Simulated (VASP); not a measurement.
Here is a VASP 6.6.1 calculation.

The input INCAR:

```
SYSTEM = AlP
PREC = Accurate ; ENCUT = 500
EDIFF = 1E-6 ; ISMEAR = 0
SIGMA = 0.01 ; LREAL = .False.
LASPH = .True. ; NELM = 120
ALGO = Normal ; ISIF = 2
LWAVE = .False. ; LCHARG = .True.
GGA = CA ; LELF = .True.
LVHAR = .True. ; NBANDS = 11
GGA_COMPAT = .False.
```

The input KPOINTS:

```
regular mesh
0
Gamma
  6 6 6
  0 0 0
```

POSCAR

```
AlP
1.0
    3.8544390000      0.0000000000      0.0000000000
    1.9272195000      3.3380420913      0.0000000000
    1.9272195000      1.1126806971      3.1471362649
Al P
1 1
Direct
    0.0000000000      0.0000000000      0.0000000000
    0.2500000000      0.2500000000      0.2500000000
```

Potentials or basis: VASP PAW LDA potentials, release 64 (Al, P).

Command:

```console
$ cat potpaw_LDA.64/Al/POTCAR potpaw_LDA.64/P/POTCAR > POTCAR
$ mpirun -np 1 vasp_std > vasp.out
```

(1) What does it give for the pressure?

(2) Predict the band gap on the k mesh.

Answers

(1) -0.7 GPa.

(2) 1.43 eV, indirect (least direct gap 3.16 eV).

**Measured values to compare with.**

From a printed reference work, data compilation, for a bulk crystal of AlP at 4.2 K: band gap 2.505 eV (indirect).

Against the measured gap of AlP, 2.505 eV (indirect; 4.2 K; a printed reference work, data compilation), the calculated 1.43 eV is off by -1.08 eV. The value is that of LDA on a finite k mesh, which can miss the band edges, without temperature or zero-point motion. Semilocal functionals fall short of measured gaps as a rule.
